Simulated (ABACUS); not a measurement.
The system is PtSe2 (Sudovikovite).

```
CELL_PARAMETERS angstrom
3.72400 0.00000 0.00000
-1.86200 3.22508 0.00000
0.00000 0.00000 5.06200
ATOMIC_POSITIONS crystal
Pt 0.00000 0.00000 0.00000
Se 0.66667 0.33333 0.75000
Se 0.33333 0.66667 0.25000
```

| Item | Value |
| --- | --- |
| Program | ABACUS 3.10.1 |
| Task | relaxation of cell and atoms |
| Functional | r2SCAN |
| Potentials or basis | SG15 ONCV 1.2 PBE |
| Cutoff | 1374 eV |
| Density cutoff | 5497 eV |
| Basis | plane waves |
| k mesh | 5 × 5 × 3 |
| Occupations | fermi-dirac, width 0.05 eV |
| Spin | no spin polarisation |

At the start: pressure 5.1 GPa; volume 20.27 Å³/atom.

Question: How do energy, volume and symmetry change on relaxing?

Answer: Over 46 steps the energy falls by 16.5 meV/atom and the volume is 21.97 Å³/atom (+8.4 %); space group P-3m1 (No. 164, to 0.05 Å).

Step by step:
```
step  energy change (eV)  largest force (eV/Å)  pressure (GPa)  volume (Å³)
   1              0.0000                0.3633            5.06        60.80
   3             -0.0337                0.1231            0.04        62.88
   5             -0.0355                0.1038            0.02        63.09
   7             -0.0411                0.0163            0.60        63.58
   9             -0.0416                0.0104            0.70        63.63
  11             -0.0432                0.0484            0.37        63.96
  13             -0.0436                0.0745            0.04        64.16
  15             -0.0445                0.0565            0.10        64.29
  17             -0.0455                0.0507            0.09        64.47
  19             -0.0464                0.0337            0.19        64.61
  21             -0.0467                0.0219            0.26        64.67
  23             -0.0476                0.0465           -0.05        65.05
  25             -0.0479                0.0390           -0.01        65.11
  27             -0.0486                0.0390           -0.11        65.43
  29             -0.0487                0.0389           -0.12        65.49
  31             -0.0491                0.0177            0.05        65.55
  33             -0.0491                0.0159            0.04        65.57
  35             -0.0492                0.0140            0.03        65.65
  37             -0.0493                0.0161           -0.01        65.76
  39             -0.0494                0.0247           -0.10        65.85
  41             -0.0494                0.0189           -0.05        65.86
  43             -0.0494                0.0091            0.03        65.83
  45             -0.0494                0.0130           -0.03        65.89
  46             -0.0495                0.0106           -0.02        65.91
```

Final structure:
```
Pt Se
1.0
     3.74499    0.00000    0.00000
    -1.87250    3.24326    0.00000
     0.00000    0.00000    5.42637
Pt Se
1 2
Cartesian
  0.0000 0.0000 0.0000
  1.8725 1.0811 4.1305
  0.0000 2.1622 1.2959
```

Caveat: the potentials were made for another functional, which shifts forces and pressure.
